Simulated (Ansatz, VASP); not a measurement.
AlN: VASP beside Ansatz

INCAR

```
PREC = Accurate
ENCUT = 520
EDIFF = 1E-7
ISMEAR = 0
SIGMA = 0.05
LREAL = F
LASPH = T
NELM = 60
ALGO = Normal
ISIF = 2
LWAVE = F
LCHARG = F
GGA = PE
NBANDS = 16
```

File KPOINTS:

```
regular mesh
0
Gamma
  8 8 6
```

POSCAR

```
AlN
1.0
    0.0000000000     -2.0861995362     -2.0861995362
    0.0000000000      2.0861995362     -2.0861995362
    4.1723990723      0.0000000000      0.0000000000
Al N
2 2
Direct
    0.5289881188      0.4710118812      0.0000000000
   -0.0289881188      0.0289881188      0.5000000000
    0.4894833559      0.5105166441      0.5000000000
    0.0105166441      0.9894833559      0.0000000000
```

Input for Ansatz:

```yaml
crystal:
  lattice:
    - [0.0, -2.0861995362, -2.0861995362]
    - [0.0, 2.0861995362, -2.0861995362]
    - [4.1723990723, 0.0, 0.0]
  atoms:
    - { symbol: Al, position: [0.5289881188, 0.4710118812, 0.0] }
    - { symbol: Al, position: [-0.0289881188, 0.0289881188, 0.5] }
    - { symbol: "N", position: [0.4894833559, 0.5105166441, 0.5] }
    - { symbol: "N", position: [0.0105166441, 0.9894833559, 0.0] }
basis:
  ecutwfc: 520.0
kpoints:
  mp_grid: { grid: [8, 8, 6] }
hamiltonian:
  xc: pbe
  pseudopotentials: { kind: paw }
scf:
  occupations: { method: gaussian, width: 0.05 }
output:
  forces: true
  stress: true
  eigenvalues: true
```

Change from the starting cell: mode 4 frozen in at -0.118 Å, equal normal strain along x, y and z +0.0250.

Alike in both runs: task single point; functional PBE; k mesh 8 × 8 × 6; occupations gaussian, width 0.05 eV; no spin polarisation.

```csv
,VASP,Ansatz
version,VASP 6.6.1,Ansatz 0.2.0
potentials or method,"VASP PAW PBE potentials, release 64 (Al, N)","scalar-relativistic, plane waves, PAW"
plane-wave cutoff (eV),520,520
valence electrons in the cell,16,16
```

|  | VASP | Ansatz | Ansatz less VASP |
| --- | --- | --- | --- |
| gap on the k mesh at the Fermi level (eV) | 3.66 | 3.68 | +0.020 |
| least direct gap on the mesh (eV) | 3.74 | 3.76 | +0.020 |
| pressure (GPa) | -15.2 | -14.9 | +0.24 |
| largest component of the traceless stress (GPa) | 1.80 | 1.80 | -0.003 |
| rms of the force components (eV/Å) | 0.426 | 0.426 | +0.0002 |

Atom by atom the forces differ by 0.000 eV/Å (rms over components).

Caveats: so large a pressure means that the cell lies far from this level's equilibrium, or that cutoff or potentials fall short (VASP). A k mesh can miss the band edges.
